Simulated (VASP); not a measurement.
# GaP (F-43m) in VASP: a series of runs

Runs on GaP. Level: LDA. Tasks: dielectric tensor.

Program: VASP 6.6.1. These are calculated values, not measurements. Logs are shortened: lines on timing, memory, paths and dates and some standing lists are left out, and cuts for length are marked.

## Step 1: The crystal as given

The structure is cubic, space group F-43m (No. 216). The conventional cell has a = 5.451 Å, b = 5.451 Å, c = 5.451 Å, α = 90.00°, β = 90.00°, γ = 90.00°. Ga (site symmetry -43m) is surrounded by 4 P at 2.36 Å. Around P (site symmetry -43m) lie 4 Ga at 2.36 Å.

## Step 2: Dielectric tensor, LDA

Contents of INCAR:

```
SYSTEM = GaP
  ALGO = Normal
  EDIFF = 1E-8
  ENCUT = 650
  ISIF = 2
  ISMEAR = 0
  LASPH = .True.
  LCHARG = .False.
  LEPSILON = .True.
  LREAL = .False.
  LWAVE = .False.
  NELM = 100
  PREC = Accurate
  SIGMA = 0.01
```

Contents of KPOINTS:

```
k-points
0
Gamma
  7 7 7
  0 0 0
```

Contents of POSCAR:

```
GaP
1.0
    0.0000000000      2.7252500000      2.7252500000
    2.7252500000      0.0000000000      2.7252500000
    2.7252500000      2.7252500000      0.0000000000
Ga P
1 1
Direct
    0.0000000000      0.0000000000      0.0000000000
    0.7500000000      0.7500000000      0.7500000000
```

Potentials or basis: VASP PAW LDA potentials, release 64 (Ga_d, P).

Run with:

```console
$ cat potpaw_LDA.64/Ga_d/POTCAR potpaw_LDA.64/P/POTCAR > POTCAR
$ mpirun -np 1 vasp_std > vasp.out
```

OUTCAR:

```text
SYSTEM = GaP
   EDIFF = 1E-8
   ENCUT = 650
   ISIF = 2
   ISMEAR = 0
   LASPH = .True.
   LEPSILON = .True.
   LREAL = .False.
   NELM = 100
   PREC = Accurate

 Found     20 irreducible k-points:

 Following reciprocal coordinates:
            Coordinates               Weight
  0.000000  0.000000  0.000000      1.000000
  0.142857  0.000000  0.000000      8.000000
  0.285714  0.000000  0.000000      8.000000
  0.428571  0.000000  0.000000      8.000000
  0.142857  0.142857  0.000000      6.000000
  0.285714  0.142857  0.000000     24.000000
   k-points           NKPTS =     20   k-points in BZ     NKDIM =     20   number of bands    NBANDS=     13
   number of dos      NEDOS =    301   number of ions     NIONS =      2
   total plane-waves  NPLWV =  32768
   dimension x,y,z NGX =    32 NGY =   32 NGZ =   32
   dimension x,y,z NGXF=    64 NGYF=   64 NGZF=   64
   ions per type =               1   1
   NGX,Y,Z   is equivalent  to a cutoff of  13.80, 13.80, 13.80 a.u.
   NGXF,Y,Z  is equivalent  to a cutoff of  27.61, 27.61, 27.61 a.u.
 SYSTEM =  GaP
   PREC   = accura    normal or accurate (medium, high low for compatibility)
   ISTART =      0    job   : 0-new  1-cont  2-samecut
   ICHARG =      2    charge: 1-file 2-atom 10-const
   ISPIN  =      1    spin polarized calculation?
   LNONCOLLINEAR =      F non collinear calculations
   LSORBIT =      F    spin-orbit coupling
   LASPH  =      T    aspherical Exc in radial PAW
   ENCUT  =  650.0 eV  47.77 Ry    6.91 a.u.   8.01  8.01  8.01*2*pi/ulx,y,z
   NELM   =    100;   NELMIN=  2; NELMDL= -5     # of ELM steps
   EDIFF  = 0.1E-07   stopping-criterion for ELM
   LREAL  =      F    real-space projection
   EDIFFG = 0.1E-06   stopping-criterion for IOM
   NSW    =      0    number of steps for IOM
   IBRION =     -1    ionic relax: 0-MD 1-quasi-New 2-CG
   NFREE  =      0    steps in history (QN), initial steepest desc. (CG)
   ISIF   =      2    stress and relaxation
   ISYM   =      2    0-nonsym 1-usesym 2-fastsym
   POTIM  = 0.5000    time-step for ionic-motion
   TEBEG  =    0.0;   TEEND  =   0.0 temperature during run
   PSTRESS=    0.0 pullay stress
   NELECT =      18.0000    total number of electrons
   NUPDOWN=      -1.0000    fix difference up-down
   EMIN   =  10.00;   EMAX   =-10.00  energy-range for DOS
   EFERMI =   0.00;   METHOD = LEGACY
   ISMEAR =     0;   SIGMA  =   0.01  broadening in eV -4-tet -1-fermi 0-gaus
   EFERMI_NEDOS =   21; number of points for ismear=-14 and -15
   IALGO  =     38    algorithm
   IMIX   =      4    mixing-type and parameters
     AMIX     =   0.40;   BMIX     =  1.00
     AMIX_MAG =   1.60;   BMIX_MAG =  1.00
  volume/ion in A,a.u.               =      20.24       136.59
  Fermi-wavevector in a.u.,A,eV,Ry     =   1.249538  2.361284 21.243377  1.561344
  Thomas-Fermi vector in A             =   2.383574
   LORBIT       =      0    0 simple, 1 ext, 2 COOP (PROOUT), +10 PAW based schemes
   GGA     = CA    functional components
   LHFCALC =     F    Hartree Fock is set to
   AEXX    =    0.0000 exact exchange contribution
   IVDW    =     0    specifies the selected vdW correction
   LEPSILON=     T    determine dielectric tensor
   LRPA    =     F    only Hartree local field effects (RPA)
 non-spin polarized calculation
 Gauss-broadening in eV      SIGMA  =   0.01
  energy-cutoff  :      650.00
  volume of cell :       40.48
 maximum number of plane-waves:      1536
   NGX = 17   NGY = 17   NGZ = 17

--------------------------------------- Ionic step        1  -------------------------------------------

 number of electron      18.0000003 magnetization

 E-fermi :   4.6068     XC(G=0): -10.1636

 val. band max:        4.5071065583   @ k =   0.0000   0.0000   0.0000
 cond. band min:       5.9450274309   @ k =   0.4286   0.4286   0.0000
 fundamental gap:      1.4379208725
 Fermi energy:         4.6068189761

 k-point     1 :       0.0000    0.0000    0.0000
  band No.  band energies     occupation
      1     -10.2013      2.00000
      2     -10.2013      2.00000
      3     -10.2013      2.00000
      4     -10.1033      2.00000
      5     -10.1033      2.00000
      6      -8.0028      2.00000
      7       4.5071      2.00000
      8       4.5071      2.00000
      9       4.5071      2.00000
     10       6.1433      0.00000
     11       8.2977      0.00000
     12       8.2977      0.00000
     13       8.2977      0.00000

 k-point     2 :       0.1429    0.0000    0.0000
  band No.  band energies     occupation
      1     -10.2171      2.00000
      2     -10.1954      2.00000
      3     -10.1954      2.00000
      4     -10.1033      2.00000
      5     -10.1033      2.00000
      6      -7.7396      2.00000
      7       2.5090      2.00000
      8       4.2135      2.00000
      9       4.2135      2.00000
     10       6.8054      0.00000
     11       8.7369      0.00000
     12       8.7369      0.00000
     13       9.0705      0.00000

 k-point     3 :       0.2857    0.0000    0.0000
  band No.  band energies     occupation
      1     -10.2495      2.00000
      2     -10.1842      2.00000
      3     -10.1842      2.00000
      4     -10.1013      2.00000
      5     -10.1013      2.00000
      6      -7.0069      2.00000
      7      -0.0240      2.00000
      8       3.7213      2.00000
      9       3.7213      2.00000
     10       6.3896      0.00000
     11       9.2188      0.00000
     12       9.2188      0.00000
     13      11.2560      0.00000

 k-point     4 :       0.4286    0.0000    0.0000
  band No.  band energies     occupation
      1     -10.2733      2.00000
      2     -10.1778      2.00000
      3     -10.1778      2.00000
      4     -10.0970      2.00000
      5     -10.0970      2.00000
      6      -6.1074      2.00000
      7      -1.8905      2.00000
      8       3.4176      2.00000
      9       3.4176      2.00000
     10       6.0638      0.00000
     11       9.1650      0.00000
     12       9.1650      0.00000
     13      12.5190      0.00000

 k-point     5 :       0.1429    0.1429    0.0000
  band No.  band energies     occupation
      1     -10.2275      2.00000
      2     -10.1898      2.00000
      3     -10.1898      2.00000
      4     -10.1087      2.00000
      5     -10.0993      2.00000
      6      -7.6522      2.00000
      7       2.6072      2.00000
      8       3.6957      2.00000
      9       3.6957      2.00000
     10       7.3230      0.00000
     11       7.9644      0.00000
     12       9.4922      0.00000
     13       9.4922      0.00000

 k-point     6 :       0.2857    0.1429    0.0000
  band No.  band energies     occupation
      1     -10.2527      2.00000
      2     -10.1801      2.00000
      3     -10.1775      2.00000
      4     -10.1122      2.00000
      5     -10.0957      2.00000
      6      -7.0721      2.00000
      7       0.6594      2.00000
      8       3.0867      2.00000
      9       3.1613      2.00000
     10       7.2746      0.00000
     11       8.4416      0.00000
     12      10.1416      0.00000
     13      10.2766      0.00000

 [... further k-points ...]

  FORCE on cell =-STRESS in cart. coord.  units (eV):
  Direction    XX          YY          ZZ          XY          YZ          ZX
  --------------------------------------------------------------------------------------
  -------------------------------------------------------------------------------------
  Total       -0.6715128     -0.6715128     -0.6715128      0.0000000      0.0000000      0.0000000
  in kB      -26.5776056    -26.5776056    -26.5776056      0.0000000      0.0000000      0.0000000
  external PRESSURE =     -26.5776056 kB  Pullay stress =       0.0000000 kB

 VOLUME and BASIS-vectors are now :
 -----------------------------------------------------------------------------
  energy-cutoff  :      650.00
  volume of cell :       40.48
      direct lattice vectors                 reciprocal lattice vectors
     0.000000000  2.725250000  2.725250000    -0.183469406  0.183469406  0.183469406
     2.725250000  0.000000000  2.725250000     0.183469406 -0.183469406  0.183469406
     2.725250000  2.725250000  0.000000000     0.183469406  0.183469406 -0.183469406

 POSITION                                       TOTAL-FORCE (eV/Angst)
 -----------------------------------------------------------------------------------
      0.00000      0.00000      0.00000         0.000000      0.000000     -0.000000
      4.08788      4.08788      4.08788        -0.000000     -0.000000      0.000000
 -----------------------------------------------------------------------------------
    total drift:                               -0.000001     -0.000001     -0.000001

  FREE ENERGIE OF THE ION-ELECTRON SYSTEM (eV)
  ---------------------------------------------------
  free  energy   TOTEN  =       -10.4361051852 eV

  energy  without entropy=      -10.4361051852  energy(sigma->0) =      -10.43610519

 HEAD OF MICROSCOPIC STATIC DIELECTRIC TENSOR (INDEPENDENT PARTICLE, excluding Hartree and local field effects)
 ------------------------------------------------------
          13.392638     0.000000     0.000000
          -0.000000    13.392638    -0.000000
           0.000000     0.000000    13.392638
 ------------------------------------------------------

 Free energy of the ion-electron system (eV)
  ---------------------------------------------------
  ---------------------------------------------------
  free energy    TOTEN  =        -1.37409830 eV

  energy without entropy =       -1.37409830

------------------------ aborting loop because EDIFF is reached ----------------------------------------

--------------------------------------- Ionic step        2  -------------------------------------------

------------------------ aborting loop because EDIFF is reached ----------------------------------------

--------------------------------------- Ionic step        3  -------------------------------------------

 Free energy of the ion-electron system (eV)
  ---------------------------------------------------
  ---------------------------------------------------
  free energy    TOTEN  =        -1.37409879 eV

  energy without entropy =       -1.37409879

------------------------ aborting loop because EDIFF is reached ----------------------------------------

 PIEZOELECTRIC TENSOR FIELD DIRECTION 3  (e Angst)
 -----------------------------------------------------------------------------
    -0.00019  2.09255  0.00000           (  0.00000  0.03568  0.00000)
     2.09255 -0.00019  0.00000           (  0.03568  0.00000  0.00000)
     0.00000  0.00000 -0.00123           (  0.00000  0.00000 -0.00000)

 PIEZOELECTRIC TENSOR FIELD DIRECTION 3  (C/m^2)
 -----------------------------------------------------------------------------
    -0.00007  0.82821  0.00000
     0.82821 -0.00007  0.00000
     0.00000  0.00000 -0.00049

 MACROSCOPIC STATIC DIELECTRIC TENSOR (including local field effects in DFT)
 ------------------------------------------------------
          12.662484     0.000000     0.000000
          -0.000000    12.662484    -0.000000
          -0.000000    -0.000000    12.662484
 ------------------------------------------------------

 PIEZOELECTRIC TENSOR (including local field effects)  for field in x, y, z        (e  Angst)
          XX          YY          ZZ          XY          YZ          ZX
  --------------------------------------------------------------------------------
  x    -0.00000    -0.00000    -0.00000     0.00000     2.10340     0.00000
  y    -0.00000     0.00000     0.00000     0.00000     0.00000     2.10340
  z     0.00000     0.00000     0.00000     2.10340     0.00000     0.00000

 PIEZOELECTRIC TENSOR (including local field effects)  for field in x, y, z        (C/m^2)
          XX          YY          ZZ          XY          YZ          ZX
  --------------------------------------------------------------------------------
  x    -0.00000    -0.00000    -0.00000     0.00000     0.83250     0.00000
  y    -0.00000     0.00000     0.00000     0.00000     0.00000     0.83250
  z     0.00000     0.00000     0.00000     0.83250     0.00000     0.00000

 BORN EFFECTIVE CHARGES (including local field effects) (in |e|, cummulative output)
 ---------------------------------------------------------------------------------
 ion    1
    1     2.23324     0.00000     0.00000
    2     0.00000     2.23324     0.00000
    3     0.00000     0.00000     2.23324
 ion    2
    1    -2.23324     0.00000     0.00000
    2     0.00000    -2.23324     0.00000
    3     0.00000     0.00000    -2.23324
```

It took 1.9 min on 1 thread of Intel Xeon Platinum 8488C (Sapphire Rapids), shared host; peak memory 0.26 GiB.

These settings aren't checked as converged: the numbers below hold their error.

Results:

```yaml
Band_gap_on_the_k_mesh: 1.44 eV, indirect (least direct gap 1.64 eV)
Electronic_dielectric_tensor_diagonal: 12.66
Born_charges_mean_of_the_diagonal: Ga +2.23; P -2.23 e
```

Caveat: an odd mesh through Γ misses points on the zone boundary, where band edges often lie.

## Step 3: Dielectric tensor, LDA

Edit INCAR of step 2 so:

```diff
@@ -3,3 +3,3 @@
   EDIFF = 1E-8
-  ENCUT = 650
+  ENCUT = 340
   ISIF = 2
```

Contents of KPOINTS:

```
k-points
0
Gamma
  10 10 10
  0 0 0
```

POSCAR is that of step 2.

Potentials or basis: VASP PAW LDA potentials, release 64 (Ga_d, P).

Run with:

```console
$ cat potpaw_LDA.64/Ga_d/POTCAR potpaw_LDA.64/P/POTCAR > POTCAR
$ mpirun -np 1 vasp_std > vasp.out
```

OUTCAR:

```text
SYSTEM = GaP
   EDIFF = 1E-8
   ENCUT = 340
   ISIF = 2
   ISMEAR = 0
   LASPH = .True.
   LEPSILON = .True.
   LREAL = .False.
   NELM = 100
   PREC = Accurate

 Found     47 irreducible k-points:

 Following reciprocal coordinates:
            Coordinates               Weight
  0.000000  0.000000  0.000000      1.000000
  0.100000  0.000000  0.000000      8.000000
  0.200000  0.000000  0.000000      8.000000
  0.300000  0.000000  0.000000      8.000000
  0.400000  0.000000  0.000000      8.000000
  0.500000  0.000000  0.000000      4.000000
   k-points           NKPTS =     47   k-points in BZ     NKDIM =     47   number of bands    NBANDS=     13
   number of dos      NEDOS =    301   number of ions     NIONS =      2
   total plane-waves  NPLWV =  13824
   dimension x,y,z NGX =    24 NGY =   24 NGZ =   24
[... 234 lines left out ...]
     0.00000  0.00000 -0.00059

 MACROSCOPIC STATIC DIELECTRIC TENSOR (including local field effects in DFT)
 ------------------------------------------------------
          11.224901     0.000000    -0.000000
          -0.000000    11.224901     0.000000
          -0.000000    -0.000000    11.224901
 ------------------------------------------------------

 PIEZOELECTRIC TENSOR (including local field effects)  for field in x, y, z        (e  Angst)
          XX          YY          ZZ          XY          YZ          ZX
  --------------------------------------------------------------------------------
  x     0.00000     0.00000     0.00000     0.00000     2.00411     0.00000
  y    -0.00000     0.00000     0.00000     0.00000     0.00000     2.00411
  z    -0.00000     0.00000     0.00000     2.00411     0.00000     0.00000

 PIEZOELECTRIC TENSOR (including local field effects)  for field in x, y, z        (C/m^2)
          XX          YY          ZZ          XY          YZ          ZX
  --------------------------------------------------------------------------------
  x     0.00000     0.00000     0.00000     0.00000     0.79320     0.00000
  y    -0.00000     0.00000     0.00000     0.00000     0.00000     0.79320
  z    -0.00000     0.00000     0.00000     0.79320     0.00000     0.00000

 BORN EFFECTIVE CHARGES (including local field effects) (in |e|, cummulative output)
 ---------------------------------------------------------------------------------
 ion    1
    1     2.13391     0.00000     0.00000
    2     0.00000     2.13391     0.00000
    3     0.00000     0.00000     2.13391
 ion    2
    1    -2.13391    -0.00000    -0.00000
    2     0.00000    -2.13391     0.00000
    3     0.00000     0.00000    -2.13391
```

Run time: 1.9 min. Hardware: 1 thread of Intel Xeon Platinum 8488C (Sapphire Rapids), shared host; peak memory 0.23 GiB.

These settings aren't checked as converged: the numbers below hold their error.

What came out:

```yaml
Band_gap_on_the_k_mesh: 1.46 eV, indirect (least direct gap 1.64 eV)
Electronic_dielectric_tensor_diagonal: 11.22
Born_charges_mean_of_the_diagonal: Ga +2.13; P -2.13 e
```

Caveat: the cutoff is under 1.25 times the usual one of these potentials, so pressure, stress and relaxed cells hold a basis-set (Pulay) error.

[end of part 1 of 2]
